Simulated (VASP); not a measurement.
## Bi2Se3 (Paraguanajuatite): band structure with TB-mBJ

The system is Bi2Se3 (Paraguanajuatite).

```
Bi Se
1.0
     2.07150    1.19598    9.54533
    -2.07150    1.19598    9.54533
     0.00000   -2.39196    9.54533
Bi Se
2 3
Direct
  0.59920 0.59920 0.59920
  0.40080 0.40080 0.40080
  0.78830 0.78830 0.78830
  0.21170 0.21170 0.21170
  0.00000 0.00000 0.00000
```

```
Program                : VASP 6.6.1
Task                   : band structure
Functional             : TB-mBJ
Potentials or basis    : VASP PAW PBE potentials, release 64 (Bi_d, Se)
Cutoff                 : 520 eV
k mesh                 : 8 × 8 × 8
Occupations            : gaussian, width 0.02 eV
Spin                   : no spin polarisation
Ladder                 : gaps
Further INCAR settings : ALGO = Normal; EDIFF = 1e-07
```

```
Band gap on the k mesh  : 0.79 eV, direct
Band gap along the path : 0.79 eV, direct
```

Levels at the corners of the path, in eV from the valence-band top:
```
point  band 21  band 22  band 23  band 24  band 25  band 26  band 27  band 28
    Γ    -1.99    -1.37    -1.37     0.00     0.79     1.61     1.61     2.48
    L    -2.90    -2.12    -1.39    -0.56     1.26     2.13     3.33     3.34
    L    -2.90    -2.12    -1.39    -0.56     1.26     2.13     3.33     3.34
   B1    -2.61    -1.91    -1.13    -0.74     1.98     2.49     3.05     4.01
    B    -2.61    -1.91    -1.13    -0.74     1.98     2.49     3.05     4.01
    Z    -1.53    -1.53    -1.37    -0.35     1.03     1.89     1.89     2.45
    Z    -1.53    -1.53    -1.37    -0.35     1.03     1.89     1.89     2.45
    Γ    -1.99    -1.37    -1.37     0.00     0.79     1.61     1.61     2.48
    Γ    -1.99    -1.37    -1.37     0.00     0.79     1.61     1.61     2.48
    X    -2.91    -1.80    -1.23    -0.75     1.99     2.75     2.81     4.24
    Q    -2.91    -1.80    -1.23    -0.75     1.99     2.75     2.81     4.23
    F    -1.88    -1.78    -1.75    -1.00     1.69     2.24     2.74     3.29
    F    -1.88    -1.78    -1.75    -1.00     1.69     2.24     2.74     3.29
   P1    -2.33    -1.64    -1.45    -1.02     1.65     2.31     2.53     3.30
   P1    -2.33    -1.64    -1.45    -1.02     1.65     2.31     2.53     3.30
    Z    -1.53    -1.53    -1.37    -0.35     1.03     1.89     1.89     2.45
    L    -2.90    -2.12    -1.39    -0.56     1.26     2.13     3.33     3.34
    P    -2.33    -1.64    -1.45    -1.02     1.65     2.31     2.53     3.30
```

Run time: 41 min on 2 MPI ranks on AMD EPYC 9R45 96-Core Processor (Zen 5) (shared host), peak memory 1.2 GiB a rank.

Caveat: spin-orbit coupling is left out, which as a rule narrows the gap of such compounds by several tenths of an eV.
